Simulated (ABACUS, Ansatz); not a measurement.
Given: the input of a run of ABACUS 3.10.1 (ASE script) on AgCl (Chlorargyrite). 

run_abacus.py

```python
"""ABACUS run from a structure file: ASE reads it, the script writes STRU, KPT and INPUT."""
import re
import subprocess
from ase.io import read
from ase.units import Bohr

atoms = read("POSCAR")
atoms = atoms[(-atoms.numbers).argsort(kind="stable")]  # ABACUS lists atoms element by element
pseudo = {'Ag': 'Ag.upf', 'Cl': 'Cl.upf'}
orbital = {}
magmoms = None
kmesh = [6, 6, 6]
params = {
    'suffix': 'AgCl',
    'calculation': 'scf',
    'basis_type': 'pw',
    'pseudo_dir': './',
    'symmetry': 1,
    'dft_functional': 'pbesol',
    'ecutwfc': 82,
    'pseudo_rcut': 10,
    'nspin': 1,
    'nbands': 23,
    'ks_solver': 'dav',
    'smearing_method': 'fd',
    'smearing_sigma': 0.00367493,
    'scf_thr': 1e-08,
    'scf_nmax': 100,
    'mixing_type': 'broyden',
    'mixing_beta': 0.7,
    'cal_force': 1,
    'cal_stress': 1,
    'out_chg': 1,
    'kpar': 4,
}

symbols = atoms.get_chemical_symbols()
elements = list(dict.fromkeys(symbols))
lines = ["ATOMIC_SPECIES"] + [f"{e} {atoms.get_masses()[symbols.index(e)]:.4f} {pseudo[e]}" for e in elements]
if orbital:
    lines += ["", "NUMERICAL_ORBITAL"] + [orbital[e] for e in elements]
lines += ["", "LATTICE_CONSTANT", f"{1 / Bohr:.10f}", "", "LATTICE_VECTORS"]
lines += [" ".join(f"{x:.10f}" for x in v) for v in atoms.cell]
lines += ["", "ATOMIC_POSITIONS", "Direct"]
for e in elements:
    lines += ["", e, "0.0", str(symbols.count(e))]
    for i, p in enumerate(atoms.get_scaled_positions(wrap=False)):
        if symbols[i] == e:
            mag = "" if magmoms is None else " mag " + " ".join(str(x) for x in (magmoms[i] if isinstance(magmoms[i], list) else [magmoms[i]]))
            lines.append(" ".join(f"{x:.10f}" for x in p) + " 1 1 1" + mag)
open("STRU", "w").write("\n".join(lines) + "\n")
open("KPT", "w").write("K_POINTS\n0\nGamma\n%d %d %d 0 0 0\n" % tuple(kmesh))
open("INPUT", "w").write("INPUT_PARAMETERS\n" + "".join(f"{k:<20s}{v}\n" for k, v in params.items()))

done = subprocess.run(['mpirun', '-np', '4', 'abacus'])
if done.returncode:
    raise SystemExit(done.returncode)
log = open("OUT.AgCl/running_scf.log").read()
print("final energy (eV):", re.findall(r"FINAL_ETOT_IS (\S+)", log))
```

File POSCAR:

```
AgCl
1.0
    0.0000000000      2.7350000000      2.7350000000
    2.7350000000      0.0000000000      2.7350000000
    2.7350000000      2.7350000000      0.0000000000
Ag Cl
1 1
Direct
    0.0000000000      0.0000000000      0.0000000000
    0.5000000000      0.5000000000      0.5000000000
```

Potentials or basis: PseudoDojo NC SR 0.5 PBE stringent, plane waves.

Command:

```console
$ OMP_NUM_THREADS=1 python run_abacus.py > log
```

Problem. Set up the same calculation for Ansatz 0.2.0. Potentials or basis there: PAW datasets made for the crystal, cutoff 260 eV.

Solution. As run (cutoffs and basis follow the program's own potentials, and thresholds, step limits or extra output files can differ):

input.yaml

```yaml
crystal:
  lattice:
    - [0.0, 2.735, 2.735]
    - [2.735, 0.0, 2.735]
    - [2.735, 2.735, 0.0]
  atoms:
    - { symbol: Ag, position: [0.0, 0.0, 0.0] }
    - { symbol: Cl, position: [0.5, 0.5, 0.5] }
kpoints:
  mp_grid: { grid: [6, 6, 6] }
scf:
  occupations: { method: fermi_dirac, width: 0.05 }
hamiltonian:
  xc: pbesol
  pseudopotentials: { kind: all_electron, datasets: crystal }
output:
  forces: true
  stress: true
  eigenvalues: true
```

Potentials or basis: all-electron PAW datasets made for the crystal.

Command:

```console
$ ansatz run input.yaml --threads 2 --pin off --max-ram 8192MiB --backend cpu --events-out ev --progress --plain --runs-dir out
```

Both were run:

|  | ABACUS | Ansatz |
| --- | --- | --- |
| Pressure | -0.7 GPa | -0.7 GPa |

Ansatz's pressure holds a Pulay term of +0.00 GPa for its cutoff of 260 eV, which the other run lacks.

The potentials hold 26 and 18 valence electrons a cell.

ABACUS's potentials were made for PBE.

Where Ansatz's input types no cutoff or centring, it takes its own default and a Γ-centred mesh.

Pressure is positive in compression.
